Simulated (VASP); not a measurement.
Here is a VASP 6.6.1 calculation.

Contents of INCAR:

```
SYSTEM = TaC
PREC = Accurate
ENCUT = 450
EDIFF = 1E-6
ISMEAR = 0
SIGMA = 0.02
LREAL = .FALSE.
LASPH = .TRUE.
NELM = 100
ALGO = Normal
ISIF = 2
LWAVE = .FALSE.
LCHARG = .FALSE.
GGA = PE
NBANDS = 16
```

Contents of KPOINTS:

```
regular mesh
0
G
  5 5 5
  0 0 0
```

POSCAR

```
TaC
1.0
    0.0000000000      2.2230000000      2.2230000000
    2.2230000000      0.0000000000      2.2230000000
    2.2230000000      2.2230000000      0.0000000000
Ta C
1 1
Direct
    0.0000000000      0.0000000000      0.0000000000
    0.5000000000      0.5000000000      0.5000000000
```

Potentials or basis: VASP PAW PBE potentials, release 64 (Ta_sv_GW, C_GW).

Launch:

```bash
$ cat potpaw_PBE.64/Ta_sv_GW/POTCAR potpaw_PBE.64/C_GW/POTCAR > POTCAR
$ mpirun -np 1 vasp_std > vasp.out
```

(1) Estimate the band gap on the k mesh.

Answers

(1) none (metal or under the smearing width).

Caveat: the k mesh is coarse (spacing up to 0.49 Å⁻¹), so the values aren't converged.
